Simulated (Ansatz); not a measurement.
Computed with Ansatz, DFT, revPBE, plane waves (420 eV) with PAW, scalar-relativistic. The PAW files were generated under PBE, with cores re-solved for the functional.

An element in the omega (AlB2-type) structure gives this curve. The cell is scaled uniformly from the relaxed one, with fractional coordinates and shape fixed. Energies are extrapolated to zero smearing, pressures are those at the given smearing. Magnetic state: spin not included.

```
V (Å³/atom)  E − E₀ (meV/atom)  P (GPa)
     33.992               47.8     3.81
     35.537               19.3     2.35
     37.082                4.0     1.09
     38.627                0.1     0.01
     40.172                6.0    -0.92
     41.717               20.5    -1.72
     43.262               42.1    -2.41
```

**Question.** Which element is it?
A. lead
B. lanthanum
C. bismuth
D. yttrium

**Answer.** B. Its fit is V₀ = 38.43 Å³/atom, B₀ = 26 GPa, B₀′ = 2.7.
